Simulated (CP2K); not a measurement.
HgSe:

```
Hg Se
1.0
     4.29780    0.00000    0.00000
     2.14890    3.72200    0.00000
     2.14890    1.24067    3.50913
Hg Se
1 1
Direct
  0.00000 0.00000 0.00000
  0.75000 0.75000 0.75000
```

```yaml
Program: CP2K 2026.2
Task: single point
Functional: PBE
Potentials_or_basis: POTENTIAL_UZH Hg GTH-PBE-q12, Se GTH-PBE-q6; TZVP-MOLOPT-PBE-GTH basis
Density_cutoff: 6123 eV
k_mesh: 8 × 8 × 8
Occupations: fermi-dirac, width 0.05 eV
Spin: no spin polarisation
```

On this cell: pressure 5.6 GPa; largest force zero by symmetry; band gap on the k mesh none (metal or under the smearing width).

The same run follows on a disturbed copy (atoms moved at random, drawn with an rms of 0.05 Å):

```xyz
2
Lattice="4.2978 0.0000 0.0000 2.1489 3.7220 0.0000 2.1489 1.2407 3.5091" Properties=species:S:1:pos:R:3 pbc="T T T"
Hg    0.0284   -0.0172    0.0383
Se    6.4559    3.6786    2.6688
```

What does the disturbed cell give?

The energy (extrapolated to zero smearing) moves by +1.2 meV/atom; pressure 5.6 GPa; largest force 0.143 eV/Å; band gap on the k mesh none (metal or under the smearing width).

Forces in eV/Å, atoms in the order of the input:
```
Hg  -0.078 -0.120 -0.001
Se   0.078  0.120  0.001
```

Stress tensor (GPa, compression positive):
```
 5.14 -0.32 -0.22
-0.32  6.06 -0.33
-0.22 -0.33  5.62
```

Caveats: the basis of atomic orbitals isn't converged, which shifts pressures, moduli and gaps.
